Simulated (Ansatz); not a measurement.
SnTe (started from an entry of an open crystallographic database), relaxed with r2SCAN in Ansatz: the symmetry is Fm-3m (No. 225, cubic); a = 6.379 Å in the conventional setting, 32.44 Å³ an atom. Sn is surrounded by 6 Te at 3.19 Å; Te is surrounded by 6 Sn at 3.19 Å. The cell was then strained (x, y and z are the cube axes), with the atoms relaxed again; stress is positive in compression. The values are computed, spin-unpolarised, and not measurements.

- Uniaxial +0.9 % along z, other directions held: r2SCAN's stress changes by -1.06 GPa along the strain and -0.03 GPa across it.
- Epitaxial strain of -1.25 % in the (001) plane: the free normal strain is +0.09 % and the in-plane stress changes by +1.70 GPa.

(1) Estimate C₁₁, C₁₂ and the bulk modulus from the uniaxial step.

(2) What do the film's normal strain and stress say about the elastic constants?

(3) How much elastic energy does the film store, with 32.44 Å³ an atom?

Answers

(1) With compression positive, C₁₁ ≈ −Δσ∥/ε = (+1.06)/(+0.0090) = 118 GPa and C₁₂ ≈ (+0.03)/(+0.0090) = 3 GPa; B = (C₁₁ + 2C₁₂)/3 = 41 GPa. A one-sided step carries third-order terms: it reads low by some per cent.

(2) ε⊥/ε∥ = (+0.0009)/(-0.0125) = -0.07, which linear elasticity sets to −2C₁₂/C₁₁ = -0.06 from the uniaxial step. The biaxial modulus is M = −Δσ/ε∥ = 136 GPa (C₁₁ + C₁₂ − 2C₁₂²/C₁₁ = 121 GPa).

(3) u = M ε∥² = −Δσ ε∥ = -1.70 × (-0.0125) = 0.0213 GPa, and 1 GPa Å³ is 6.2415 meV: 4.30 meV an atom.
